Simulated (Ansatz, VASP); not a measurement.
# Sb: VASP beside Ansatz

```
CELL_PARAMETERS angstrom
3.02450 0.00000 0.00000
0.00000 3.02450 0.00000
0.00000 0.00000 3.02450
ATOMIC_POSITIONS crystal
Sb 0.00000 0.00000 0.00000
```

Alike in both runs: task single point; functional r2SCAN; k mesh 14 × 14 × 14; occupations gaussian, width 0.1 eV; no spin polarisation.

|  | VASP | Ansatz |
| --- | --- | --- |
| version | VASP 6.6.1 | Ansatz 0.2.0 |
| potentials or method | VASP PAW PBE potentials, release 64 (Sb) | scalar-relativistic, plane waves, PAW |
| plane-wave cutoff (eV) | 520 | 500 |
| valence electrons in the cell | 5 | 15 |

Ansatz gave:

| Property | Result |
| --- | --- |
| gap on the k mesh at the Fermi level (eV) | none |
| pressure (GPa) | 4.1 |

What did VASP give for the same quantities?

gap on the k mesh at the Fermi level (eV): none; pressure (GPa): 4.2.

A gap of «none» marks a metal or a gap that the smearing closes. The two sets of potentials don't hold the same shells in valence.

Caveats: the PAW data sets were made with another functional, which shifts forces and pressure a little (VASP). Spin-orbit coupling is left out, which matters for the levels of Sb.
